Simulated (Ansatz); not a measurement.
Equilibrium properties in the diamond structure, computed with PBE in Ansatz (plane waves, PAW datasets (generated soft set 1); cutoff 420 eV), no spin polarisation, no spin–orbit coupling, Fermi–Dirac smearing of 0.061 eV, k-spacing 0.06 Å⁻¹:

| crystal | a₀ (Å) | V₀ (Å³/atom) | B₀ (GPa) |
| --- | --- | --- | --- |
| Sr | 9.636 | 111.85 | 2.7 |
| Nb | 5.908 | 25.78 | 67 |
| Rh | 5.513 | 20.94 | 128 |
| Pd | 5.809 | 24.50 | 66 |
| In | 6.736 | 38.20 | 21 |
| Sb | 6.989 | 42.67 | 31 |

Problem. Give the same for Zr, Sn, Ru.

Solution. 
```tsv
crystal	a₀ (Å)	V₀ (Å³/atom)	B₀ (GPa)
Zr	6.279	30.95	36
Sn	6.655	36.84	36
Ru	5.455	20.29	163
```

Model structures, not the usual forms at ambient conditions (metastable or hypothetical): Sr, Zr, Nb, Ru, Rh, Pd, In, Sb. Spin polarisation is left out, and a magnetic state may lie lower for Pd.
